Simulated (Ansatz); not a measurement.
LaAlO3 (cubic perovskite)

```yaml
crystal:
  lattice:
    - [3.81241, 0.00000, 0.00000]
    - [0.00000, 3.81241, 0.00000]
    - [0.00000, 0.00000, 3.81241]
  atoms:
    - { symbol: La, position: [0.00000, 0.00000, 0.00000] }
    - { symbol: Al, position: [0.50000, 0.50000, 0.50000] }
    - { symbol: O, position: [0.00000, 0.50000, 0.50000] }
    - { symbol: O, position: [0.50000, 0.50000, 0.00000] }
    - { symbol: O, position: [0.50000, 0.00000, 0.50000] }
```

The numbers are results of PBE (plane waves to 420 eV, PAW, scalar-relativistic; Ansatz, an electronic-structure program), not measurements. DFPT wavenumbers on a 8×8×8 k mesh, in cm⁻¹; i marks imaginary ones, q is in fractions of the reciprocal vectors of the cell shown, and the three acoustic modes at Γ are left out. The non-analytic (LO-TO) term is not included, so polar modes at Γ have their transverse values. LaAlO3 is run without spin polarisation. LaAlO3 was relaxed with its symmetry unable to fall. This is a high-temperature form of LaAlO3.

Task: Is the structure dynamically stable at Γ, X = (0.5, 0.0, 0.0), M = (0.5, 0.5, 0.0), R = (0.5, 0.5, 0.5)?

Result: Unstable at this level: the lowest mode is 133i cm⁻¹ at R = (0.5, 0.5, 0.5).

Task: Predict the phonon wavenumbers at Γ, X = (0.5, 0.0, 0.0), M = (0.5, 0.5, 0.0), R = (0.5, 0.5, 0.5).

Result: 
```json
[
 {"q": "Γ", "wavenumbers (cm⁻¹)": "135 (×3), 269 (×3), 402 (×3), 638 (×3)"},
 {"q": "X = (0.5, 0.0, 0.0)", "wavenumbers (cm⁻¹)": "85 (×2), 195, 215 (×2), 320 (×2), 329, 339, 391 (×2), 601, 631 (×2), 651"},
 {"q": "M = (0.5, 0.5, 0.0)", "wavenumbers (cm⁻¹)": "43i, 82, 117 (×2), 296 (×2), 347 (×2), 348, 470, 508, 515 (×2), 620, 715"},
 {"q": "R = (0.5, 0.5, 0.5)", "wavenumbers (cm⁻¹)": "133i (×3), 125 (×3), 447 (×3), 461 (×2), 482 (×3), 758"}
]
```
